Question: Which functional should I trust for CdTe?

I relaxed the zinc-blende cell of CdTe with five gradient-corrected functionals, each with the D4 dispersion correction. PBEsol barely changes the cell I started from, while BLYP swells it by more than 5%. Does that make PBEsol the best choice? I need the lattice constant for a layer stack in an infrared detector, and I would like to take the band gap from the same run.

GPAW 26.7.0 relaxations of cell and atoms for zinc-blende CdTe, using plane-wave PAW DFT with D4 dispersion, no spin polarisation or spin-orbit coupling, a 600 eV cutoff, a 7 × 7 × 7 k mesh and Fermi-Dirac smearing of 0.05 eV. Volume changes are relative to the starting cell, and a is the edge of the two-atom primitive cell.

```
functional                                           potentials  volume change (%)  relaxed length a (Å)
       PBE                 GPAW-PAW-data-sets-(gpaw-data-1.2.1)              3.870                 4.590
    PBEsol  PAW-data-sets-made-by gpaw-setup-for-the-functional              0.520                 4.540
    revPBE                 GPAW-PAW-data-sets-(gpaw-data-1.2.1)              3.760                 4.589
      RPBE                 GPAW-PAW-data-sets-(gpaw-data-1.2.1)              4.100                 4.594
      BLYP  PAW-data-sets-made-by gpaw-setup-for-the-functional              5.440                 4.613
```

Answer:

For the lattice constant take PBE with D4 (revPBE or RPBE with D4 would serve equally well), and take the band gap from none of these runs. PBEsol looks best only because "volume change" is counted from your starting cell, and that cell is itself too small. The measured room-temperature volume, as I roughly recall it, is about 3.3% larger than your start. Against that mark PBEsol comes out nearly 3% too small and BLYP about 2% too large, while PBE, revPBE and RPBE lie within 1%. The calculation leaves out thermal expansion and zero-point motion, which matter at the level of tenths of a percent, so this comparison can't pick a winner among the middle three.

One relaxed length is enough to describe each cell, because the crystal stays cubic in every row. It is the edge of the two-atom primitive cell, and the familiar cubic edge is √2 times as long. For PBE that gives √2 × 4.590 Å ≈ 6.49 Å.

The main reason for the spread from PBEsol to BLYP is expected to lie in how each functional treats uneven electron density. Exchange lowers the energy, and a gradient-corrected functional adds to this gain where the density varies rapidly. When a crystal is stretched, the density between its atoms thins out and becomes relatively more uneven. A functional that rewards unevenness strongly therefore favours longer bonds. PBEsol was built with a weaker reward than PBE in order to describe solids, and it gives the smallest cell here. BLYP combines a strong gradient term in exchange with a correlation part that does not reproduce the uniform electron gas, and it tends to bind solids too weakly.

By that argument alone, revPBE and RPBE should give clearly larger cells than PBE, since both reward strong gradients more. In the table they do not. The likely reason is D4, whose strength and short-range damping are adjusted separately for each functional. At almost the same cell volume, the D4 energy of revPBE is 1.6 times that of PBE, so a weaker bond from the functional is paired with a stronger attraction from the correction. This is a plausible compensation rather than a demonstrated one, because the cell responds to how the D4 energy changes with distance and not to its size. Nor does a large D4 energy guarantee a small cell: BLYP has the largest D4 energy and still the largest cell.

The same reasoning suggests why PBEsol ends up too small. Without a dispersion correction it usually gives good lattice constants for solids of this kind, and an added attraction would then pull the atoms too close. PBE is the opposite case: alone it usually makes such cells too large, so the same attraction helps. The good volume in the table therefore belongs to PBE with D4, not to PBE alone. The potentials complicate this reading, however. PBEsol and BLYP, the two extremes, use specially generated atomic data sets, while the middle three use the standard ones. No row separates that change from the change of functional.

Before reading anything into small differences, check how completely each cell has relaxed. The runs stopped at different residual pressures, and a cell still under compression would expand a little further. The PBE run supplies the stiffness needed to estimate by how much. Its pressure p fell from 1.78 to 0.07 GPa while its volume V grew by 3.87%, which gives a mean bulk modulus B:

B ≈ (p_start − p_end) / ln(V_end / V_start)
B ≈ (1.78 − 0.07) GPa / ln(1.0387) ≈ 45 GPa

BLYP, which played no part in finding B, stopped at 0.134 GPa. If it is about as stiff as PBE, the expansion it still lacks is:

ΔV / V ≈ p_end / B ≈ 0.134 / 45 ≈ 0.3%

That is small beside the distance of BLYP from the other functionals and would only widen it, so its place at the top is safe. It is not small beside the differences within the middle group. RPBE exceeds PBE by 0.23% of the starting volume as printed, but by less than 0.1% once the missing expansion is added to both. The order of PBE, revPBE and RPBE therefore deserves no explanation. The estimate has a limit of its own: a crystal softens as it expands, so an average modulus slightly understates what is missing. The pressures look broadly sound, since the work they imply for the PBE relaxation agrees with the energy gained to about 2%. None of the five runs reports a warning of its own, but the data makers' tests on other systems found that forces at small moves may keep the grid of the last step. The forces on the atoms vanish by symmetry here, but a grid effect on the small final pressures was not tested. The printed output below gives the estimate for every row.

What this means for you depends on the accuracy you need. For a cell volume good to roughly 1%, any of the middle three should do, though the thermal and zero-point expansion left out here uses up part of that margin. For a detector stack the demand is much harder, because the lattice misfit between CdTe and the mercury-containing absorber grown on it is only some tenths of a percent in length. Going from PBEsol to PBE changes the edge by 1.1%, several times that misfit. Never combine a lattice constant from one functional with one from another, or a computed layer with a measured substrate. Relax both layers with the same functional and the same tight stopping threshold, so that at least part of the error can cancel. How much of it cancels has to be tested on the second material. If all you need is the two lattice constants, measured values for both layers are the safer choice.

The band gap is a different matter, and a good cell does not rescue it. The measured gap is roughly 1.5 eV, again as I recall it, and the five runs give between 0.6 and 0.9 eV. PBE, with its good lattice constant, reaches only half the measured value. Functionals of this type generally underestimate gaps, because their orbital energies miss part of the cost of adding an electron to the crystal. Spin-orbit coupling, absent here, would raise the top of the tellurium-derived valence band and narrow the gap further. RPBE has the largest gap of the five, but that is no reason to choose it for electronic properties.

Cost hardly enters the choice among these five. They share the same type of functional, the same mesh and the same number of electrons, and D4 adds very little, so a step should cost about the same in each. A tighter stopping threshold adds perhaps a few steps, which is cheap for two atoms. A hybrid functional with spin-orbit coupling is far more expensive, but for the gap you need it only once, on a cell already relaxed with PBE and D4. Expect it to close much of the shortfall but not necessarily all: common hybrids with spin-orbit coupling can still miss the gap of CdTe by a few tenths of an eV.

What your table leaves open is how much of the good middle group is owed to D4. Repeating PBE, revPBE and PBEsol without it would settle that: if the compensation is real, revPBE should move well above PBE, and PBEsol should move up towards the measured volume.

Printed output of the fit:

```
Cell by functional:
     row  cubic edge (A)  volume against rough recalled value (%)  expansion still missing (%)  volume change with it added (%)
     PBE           6.491                                   0.5518                        0.153                            4.023
  PBEsol           6.421                                   -2.691                     0.001437                           0.5214
  revPBE            6.49                                   0.4453                       0.1448                            3.905
    RPBE           6.497                                   0.7744                     0.007237                            4.107
    BLYP           6.524                                    2.072                       0.2961                            5.736
Other outputs:
     row  D4 energy (eV)  D4 energy over that of PBE  gap (eV)  gap over rough recalled value
     PBE         -0.7076                           1    0.7562                         0.5042
  PBEsol         -0.4396                      0.6213    0.7411                         0.4941
  revPBE          -1.129                       1.595    0.8713                         0.5809
    RPBE          -1.245                        1.76    0.9007                         0.6005
    BLYP          -1.295                        1.83    0.6151                           0.41
Mean bulk modulus from the PBE relaxation (GPa): 45.1
Energy gained by PBE on relaxing (eV): 0.0144
Pressure-volume work of the same relaxation (eV): 0.01471
Volume step from PBEsol to PBE (% of start): 3.35
Volume step from PBE to BLYP (% of start): 1.57
Whole span of volumes (% of start): 4.92
Whole span of edges (%): 1.608
Edge step from PBEsol to PBE (%): 1.101
RPBE less revPBE in volume (% of start): 0.34
RPBE less PBE in volume as printed (% of start): 0.23
RPBE less PBE with missing expansion added (% of start): 0.08428
PBE less revPBE in volume as printed (% of start): 0.11
Span of the gaps (eV): 0.2857
Largest gap still short of the rough recalled value by (eV): 0.5993
Gap of revPBE less gap of PBE (eV): 0.1151
```
